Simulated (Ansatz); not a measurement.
# SiNi: the cost of one run

Program: Ansatz 0.2.0. Level of theory: DFT PBE, scalar-relativistic, plane waves, PAW. These are calculated values, not measurements.

4 further runs of the same task are left out: 4 set aside as unsound or not needed. Runs told in other sessions of the task aren't counted.

### Step 1. The structure to begin with

Symmetry: Pnma, No. 62, orthorhombic system. The conventional cell has a = 5.154 Å, b = 3.375 Å, c = 5.620 Å, α = 90.00°, β = 90.00°, γ = 90.00°. Si (site symmetry m) has 6 Ni at 2.29 to 2.41 Å in its first shell of neighbours. Ni (site symmetry m) is surrounded by 6 Si at 2.29 to 2.41 Å.

Structure file:

```
CELL_PARAMETERS angstrom
5.15409 0.00000 0.00000
0.00000 3.37549 0.00000
0.00000 0.00000 5.61971
ATOMIC_POSITIONS crystal
Si 0.32125 0.75000 0.08408
Si 0.17875 0.25000 0.58408
Si 0.82125 0.75000 0.41592
Si 0.67875 0.25000 0.91592
Ni 0.00822 0.25000 0.18849
Ni 0.49178 0.75000 0.68849
Ni 0.50822 0.25000 0.31151
Ni 0.99178 0.75000 0.81151
```

This cell was relaxed beforehand with the same method: volume 12.22 Å³/atom, gap on the mesh none (metal).

### Step 2. Zero of energy

The reference gives a free energy of -25906.1653 eV, pressure 0.01 GPa, largest force 0.012 eV/Å and gap on the mesh none (metal). It was computed beforehand with the settings of the runs below.

### Step 3. Next: random displacements

All atoms are moved at random with no net shift, in some cells together with a random strain.

### Step 4. At rms move = 0.218 Å

File input.yaml:

```yaml
crystal:
  lattice:
    - [5.1981451445, 0.0861668908, 0.0326569238]
    - [0.0564320144, 3.3226242249, 0.0435376346]
    - [0.0356071971, 0.0724840106, 5.6460657382]
  atoms:
    - { symbol: Si, position: [0.3518685472, 0.7119447794, 0.067443921] }
    - { symbol: Si, position: [0.1457588747, 0.2713784183, 0.5693888655] }
    - { symbol: Si, position: [0.8142966455, 0.753290255, 0.4479634736] }
    - { symbol: Si, position: [0.6759971692, 0.2493116503, 0.873833538] }
    - { symbol: Ni, position: [-0.0314151916, 0.3001812597, 0.2034353291] }
    - { symbol: Ni, position: [0.4915618701, 0.7303620331, 0.7150482214] }
    - { symbol: Ni, position: [0.5558634298, 0.204903984, 0.3092047816] }
    - { symbol: Ni, position: [0.9960686551, 0.7786276203, 0.8136818698] }
basis:
  ecutwfc: 420
kpoints:
  mp_grid: { grid: [8, 12, 8] }
hamiltonian:
  xc: pbe
scf:
  occupations: { method: gaussian, width: 0.15 }
output:
  forces: true
  stress: true
  eigenvalues: true
```

On the command line:

```bash
$ ansatz run input.yaml --threads 2 --pin off --max-ram 5120MiB --backend cpu --events-out ev --progress --plain --runs-dir out
```

**Question.** How long does this run take on 2 threads of Arm Neoverse V2, shared host, and how much memory does it need?

About 82 s, with a peak of 1.4 GiB.
